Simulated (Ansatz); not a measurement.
PbS (started from an entry of an open crystallographic database), relaxed with r2SCAN+rVV10, was run in Ansatz under altered settings. All numbers are computed, without spin polarisation but where a row says otherwise.

```yaml
crystal:
  lattice:
    - [2.95468, -2.96891, 0.28856]
    - [2.95468, 2.96891, 0.28856]
    - [-0.58360, 0.00000, 5.92617]
  atoms:
    - { symbol: Pb, position: [0.74998, 0.74998, 0.75000] }
    - { symbol: Pb, position: [0.25002, 0.25002, 0.25000] }
    - { symbol: S, position: [0.25008, 0.25008, 0.75003] }
    - { symbol: S, position: [0.74992, 0.74992, 0.24997] }
```

The base run's other keys:
```yaml
kpoints:
  mp_grid: { grid: [4, 4, 2] }
hamiltonian:
  xc: hse06
scf:
  occupations: { method: fixed }
  n_extra_bands: 5
```

It takes 15 iterations with 1999 plane waves at 420 eV and 14 k points, and leaves a mean stress of +1.87 GPa. The gap over this mesh is 0.830 eV. It ran on 4 threads of Arm Neoverse N1 (shared host).

Outcomes, with energy and stress as changes against the base:
```csv
setting,outcome,ΔF (meV/atom),Δ mean stress (GPa),gap on the mesh (eV),iterations,wall time
scf.exx.singularity: regularized,converged,-0.7,0.0,0.832,15,29 s
"PBE hybrid, exx coeff 1.0, omega 0.3 1/Å",converged,–,-2.2,1.860,25,44 s
scf.occupations: fermi_dirac 0.05,converged,0.0,0.0,0.830,15,30 s
```
A dash marks a value that wasn't obtained or can't be compared. Stress is positive in compression. The base took 30 s. The base's mesh is coarse for a hybrid, so its own values aren't converged.

- PBE hybrid, exx coeff 1.0, omega 0.3 1/Å. That is 100 % exact exchange, screened with ω = 0.3 1/Å, against HSE06's 25 % screened at 0.208 1/Å. The mean stress moves by -2.2 GPa and the gap on the mesh by +1.030 eV (to 1.860). Totals of different functionals aren't comparable.

Within 1 meV an atom, 0.1 GPa and 0.005 eV of the base stay: scf.exx.singularity: regularized; scf.occupations: fermi_dirac 0.05.

Spin-orbit coupling is left out; in compounds of Pb, Bi, Tl or Hg it can lower a gap by up to about 1 eV, split its edges or invert the bands.

The program warns that its thresholds are loose for a hybrid's stress.

The meshes of the hybrids are coarse, so their gaps aren't converged to the digits shown.
